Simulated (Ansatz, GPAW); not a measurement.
# CaSe with PBE in single-zeta orbitals from a Python script

These are simulated results from GPAW 26.7.0, not measurements. The cell was built from a prototype and was relaxed with r2SCAN in plane waves (Ansatz 0.2.0). Not every such cell is a known phase. All runs are without spin polarisation.

It is hexagonal, P6_3/mmc (No. 194); a = 5.006 Å, c = 5.876 Å in the conventional setting, 31.87 Å³ an atom. Ca has 5 Se at 2.89–2.94 Å; Se has 5 Ca at 2.89–2.94 Å.

The basis is minimal: single zeta, one radial function for each shell that the log's basis lists. It describes the filled bands fairly and the empty ones poorly.

Input script:

```python
import json
from ase import Atoms
from gpaw import GPAW, PW, FermiDirac

atoms = Atoms(['Ca', 'Ca', 'Se', 'Se'],
              cell=[[5.005678, 0.0, 0.0], [-2.502839, 4.335044, -0.0], [0.0, -0.0, 5.875539]],
              scaled_positions=[[0.333333, 0.666667, 0.25], [0.666667, 0.333333, 0.75], [0.666667, 0.333333, 0.25], [0.333333, 0.666667, 0.75]],
              pbc=True)
calc = GPAW(mode='lcao', basis='sz(dzp)', h=0.2, xc='PBE', kpts={'size': (6, 6, 4), 'gamma': True},
            occupations=FermiDirac(0.02), maxiter=100, legacy_gpaw=True, txt='gpaw.txt')
atoms.calc = calc
res = {'energy': atoms.get_potential_energy(force_consistent=True)}
res['electrons'] = calc.get_number_of_electrons()
res['k'] = calc.get_ibz_k_points().tolist()
res['levels'] = [calc.get_eigenvalues(kpt=i).tolist() for i in range(len(res['k']))]
points = [[0.0, 0.0, 0.0], [0.5, 0.0, 0.0], [0.333333, 0.333333, 0.0], [0.0, 0.0, 0.5], [0.5, 0.0, 0.5], [0.333333, 0.333333, 0.5]]
bands = calc.fixed_density(kpts=points, symmetry='off', txt='bands.txt')
res['points'] = [bands.get_eigenvalues(kpt=i).tolist() for i in range(len(points))]
json.dump(res, open('results.json', 'w'))
print('free energy (eV):', round(res['energy'], 5))
```

Command: `python run.py`. It took 90 s on 1 thread of Arm Neoverse V1, on a shared host, peak memory 0.19 GiB.

The log gpaw.txt, trimmed of paths, versions and times, then the last line on the terminal. An iter line gives the energy in eV and the logarithms of the changes of orbitals (plane waves alone) and density (c: converged):

```
___ ___ ___ _ _ _
 |   |   |_  | | | |

 | | | | | . | | | |

 |__ |  _|___|_____|  26.7.0
 |___|_|

Input parameters:
  basis: sz(dzp)
  h: 0.2
  kpts: {gamma: True,
         size: (6, 6, 4)}
  maxiter: 100
  mode: lcao
  occupations: {fixmagmom: False,
                name: fermi-dirac,
                width: 0.02}
  xc: PBE

System changes: positions, numbers, cell, pbc, initial_charges, initial_magmoms

Initialize ...

species:
  Ca:
    name:    Calcium
    Z:       20.0
    valence: 10
    core:    10
    charge:  0.0  # [|e|]
    compensation charges:
      type: gauss
      rc: 0.37  # [Å]
      lmax: 2
    cutoffs:
      filter: 2.10  # [Å]
      core: 1.17  # [Å]
    projectors
    | kind |    occ | energy [eV] | rcut [Å] |

    |------|--------|-------------|----------|

    |   3s |  2.000 |     -47.086 |    1.175 |

    |   4s |  2.000 |      -3.766 |    1.175 |

    |   3p |  6.000 |     -28.008 |    1.154 |

    |    p |        |      -0.797 |    1.154 |

    |    d |        |       0.000 |    0.937 |

    LCAO basis set for Ca:
      Name: sz(dzp)
      Number of radial functions: 5
      Number of spherical harmonics: 13
        l=0, rc=3.8906 Bohr: 3s-sz confined orbital
        l=0, rc=10.7812 Bohr: 4s-sz confined orbital
        l=1, rc=4.4531 Bohr: 3p-sz confined orbital
        l=1, rc=13.9219 Bohr: 4p-sz confined orbital
        l=2, rc=8.8594 Bohr: 3d-sz confined orbital
      Number of RI-basis functions 0

  Se:
    name:    Selenium
    Z:       34.0
    valence: 6
    core:    28
    charge:  0.0  # [|e|]
    compensation charges:
      type: gauss
      rc: 0.27  # [Å]
      lmax: 2
    cutoffs:
      filter: 1.77  # [Å]
      core: 2.67  # [Å]
    projectors
    | kind |    occ | energy [eV] | rcut [Å] |

    |------|--------|-------------|----------|

    |   4s |  2.000 |     -17.277 |    0.847 |

    |   4p |  4.000 |      -6.512 |    1.005 |

    |    s |        |       9.935 |    0.847 |

    |    p |        |      20.699 |    1.005 |

    |    d |        |       0.000 |    0.847 |

    LCAO basis set for Se:
      Name: sz(dzp)
      Number of radial functions: 2
      Number of spherical harmonics: 4
        l=0, rc=5.7344 Bohr: 4s-sz confined orbital
        l=1, rc=7.2656 Bohr: 4p-sz confined orbital
      Number of RI-basis functions 0

Reference energy: -169228.802725  # eV

Spin-paired calculation

Convergence criteria:
 Maximum [total energy] change in last 3 cyles: 0.0005 eV / valence electron
 Maximum integral of absolute [dens]ity change: 0.0001 electrons / valence electron
 Maximum integral of absolute [eigenst]ate change: 4e-08 eV^2 / valence electron
 Maximum number of scf [iter]ations: 100
 (Square brackets indicate name in SCF output, whereas a 'c' in
 the SCF output indicates the quantity has converged.)

Symmetries present (total): 2

  ( 1  0  0)  (-1  0  0)
  ( 0  1  0)  ( 0 -1  0)
  ( 0  0  1)  ( 0  0 -1)

144 k-points: 6 x 6 x 4 Monkhorst-Pack grid + [1/12,1/12,1/8]
76 k-points in the irreducible part of the Brillouin zone
       k-points in crystal coordinates                weights
   0:     0.00000000    0.00000000    0.00000000          1/144
   1:     0.00000000    0.00000000    0.25000000          2/144
   2:     0.00000000    0.00000000    0.50000000          1/144
   3:     0.00000000    0.16666667   -0.25000000          2/144
   4:     0.00000000    0.16666667    0.00000000          2/144
   5:     0.00000000    0.16666667    0.25000000          2/144
   6:     0.00000000    0.16666667    0.50000000          2/144
   7:     0.00000000    0.33333333   -0.25000000          2/144
   8:     0.00000000    0.33333333    0.00000000          2/144
   9:     0.00000000    0.33333333    0.25000000          2/144
          ...
  75:     0.50000000    0.50000000    0.50000000          1/144

Wave functions: LCAO
  Diagonalizer: Serial LAPACK
  Atomic Correction: dense with blas
  Data-type: complex

Occupation numbers: Fermi-Dirac:
  width: 0.0200  # eV

Eigensolver
   LCAO using direct dense diagonalizer

Densities:
  Coarse grid: 20*20*28 grid
  Fine grid: 40*40*56 grid
  Total Charge: 0.000000

Density mixing:
  Method: separate
  Backend: msr1
  Linear mixing parameter: 0.05
  old densities: 10
  Width of damping distribution: 1.1
  Damping of long wavelength oscillations: 20

Hamiltonian:
  XC and Coulomb potentials evaluated on a 40*40*56 grid
  Using the PBE Exchange-Correlation functional
  Interpolation: tri-quintic (5. degree polynomial)
  Poisson solver: FastPoissonSolver using
    Stencil: 8*3+1=25 point O(h^6) finite-difference Laplacian
    FFT axes: [np.int64(0), np.int64(1), np.int64(2)]
    FST axes: []

XC parameters: PBE with 2 nearest neighbor stencil

Memory estimate:
  Process memory now: 117.32 MiB
  Calculator: 30.27 MiB
    Density: 12.58 MiB
      Arrays: 2.22 MiB
      Localized functions: 8.65 MiB
      Mixer: 1.71 MiB
    Hamiltonian: 2.12 MiB
      Arrays: 1.45 MiB
      XC: 0.00 MiB
      Poisson: 0.00 MiB
      vbar: 0.66 MiB
    Wavefunctions: 15.57 MiB
      C [qnM]: 0.71 MiB
      S, T [2 x qmm]: 2.68 MiB
      P [aqMi]: 0.13 MiB
      BasisFunctions: 12.05 MiB
      Eigensolver: 0.00 MiB

Total number of cores used: 1

Number of atoms: 4
Number of atomic orbitals: 34
Number of bands in calculation: 18
Number of valence electrons: 32
Bands to converge: occupied
Positions:
   0 Ca    -0.000003    2.890031    1.468885    ( 0.0000,  0.0000,  0.0000)
   1 Ca     2.502842    1.445013    4.406654    ( 0.0000,  0.0000,  0.0000)
   2 Se     2.502842    1.445013    1.468885    ( 0.0000,  0.0000,  0.0000)
   3 Se    -0.000003    2.890031    4.406654    ( 0.0000,  0.0000,  0.0000)

Unit cell:
           periodic     x           y           z      points  spacing
  1. axis:    yes    5.005678    0.000000    0.000000    20     0.2168
  2. axis:    yes   -2.502839    4.335044   -0.000000    20     0.2168
  3. axis:    yes    0.000000   -0.000000    5.875539    28     0.2098

  Lengths:   5.005678   5.005678   5.875539
  Angles:   90.000000  90.000000 120.000002

Effective grid spacing dv^(1/3) = 0.2250

iter:   1   -17.460235        c
iter:   2   -17.450831        c -1.27
iter:   3   -17.440823        c -1.30
iter:   4   -17.443050c       c -2.17
iter:   5   -17.443052c       c -3.08
iter:   6   -17.443030c       c -3.64
iter:   7   -17.443030c       c -4.66c

Converged after 7 iterations.

Energy contributions relative to reference atoms: (reference = -169228.802725)

Kinetic:        +31.539992
Potential:      -26.923948
External:        +0.000000
XC:             -22.044606
Entropy (-ST):   -0.000000
Local:           -0.014467
SIC:             +0.000000
--------------------------
Free energy:    -17.443030
Extrapolated:   -17.443030

Showing only first 2 kpts
 Kpt  Band  Eigenvalues  Occupancy
  0    14      1.83914    2.00000
  0    15      2.90304    2.00000
  0    16      5.61096    0.00000
  0    17      6.70726    0.00000

  1    14      1.71522    2.00000
  1    15      1.95298    2.00000
  1    16      6.12107    0.00000
  1    17      7.10672    0.00000

Fermi level: 3.80961

Gap: 2.708 eV
Transition (v -> c):
  (s=0, k=0, n=15, [0.00, 0.00, 0.00]) -> (s=0, k=0, n=16, [0.00, 0.00, 0.00])
No difference between direct/indirect transitions

free energy (eV): -17.44303
```

The gap in the log is over the mesh alone; results.json adds the listed points. PBE in single-zeta orbitals gives a gap of 2.71 eV. On the same cell, plane-wave PBE (Ansatz, 6×6×4 k points and the special points) gives a gap of 2.45 eV and r2SCAN a gap of 2.89 eV; on shared hosts these took about 6.3 and 14 core-seconds on the 4-atom cell, against 90 for the script. Semilocal gaps usually lie below measured ones.

The runs are scalar-relativistic, without spin-orbit coupling.
